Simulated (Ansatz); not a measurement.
# Ru (diamond): energy against volume

The calculation used Ansatz 0.2.0, DFT, PBE, plane waves (420 eV) with PAW, scalar-relativistic.

The cell is scaled uniformly from the relaxed one, with fractional coordinates and shape fixed. Energies are extrapolated to zero smearing, pressures are those at the given smearing. Magnetic state: spin not included.

A Birch-Murnaghan fit gives V₀ = 20.28 Å³/atom, B₀ = 163 GPa, B₀′ = 4.7.

What are the energy above the minimum and the pressure at 17.862 Å³/atom?

187.5 meV/atom and 28.12 GPa as computed.

What are the energy above the minimum and the pressure at 19.486 Å³/atom?

17.2 meV/atom and 7.34 GPa as computed.

What are the energy above the minimum and the pressure at 21.922 Å³/atom?

58.2 meV/atom and -10.41 GPa as computed.
